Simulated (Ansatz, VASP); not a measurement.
FeO (Wuestite): VASP beside Ansatz

```
Fe O
1.0
     1.52324    0.87944    2.48800
    -1.52324    0.87944    2.48800
     0.00000   -1.75888    2.48800
Fe O
1 1
Cartesian
  0.0000 0.0000 0.0000
  0.0000 0.0000 3.7320
```

Alike in both runs: functional PBE; k mesh 18 × 18 × 18; occupations gaussian, width 0.1 eV; collinear spin.

Ansatz relaxed the structure, and its values are those at the end. VASP's run is a single point on that final structure, the one shown.

```csv
,VASP,Ansatz
version,VASP 6.6.1,Ansatz 0.2.0
potentials or method,"VASP PAW PBE potentials, release 64 (Fe, O)","scalar-relativistic, plane waves, PAW"
plane-wave cutoff (eV),520,420
valence electrons in the cell,14,22
```

```tsv
	VASP	Ansatz	Ansatz less VASP
gap on the k mesh at the Fermi level (eV)	none	none	-
pressure (GPa)	0.1	0.0	-0.07
net moment per atom (μB)	2.00	2.00	0.000
size of the moment on the site where the two differ most (μB)	3.62	3.45	-0.169
```

Site moments also hang on the region over which each program counts them. A gap of «none» marks a metal or a gap that the smearing closes. The two sets of potentials don't hold the same shells in valence.

Caveats: a cell with one magnetic atom can't hold antiferromagnetic order, which such compounds often take; semilocal functionals often make such compounds metallic where correlation or magnetic order opens a gap, which also shifts bond lengths.
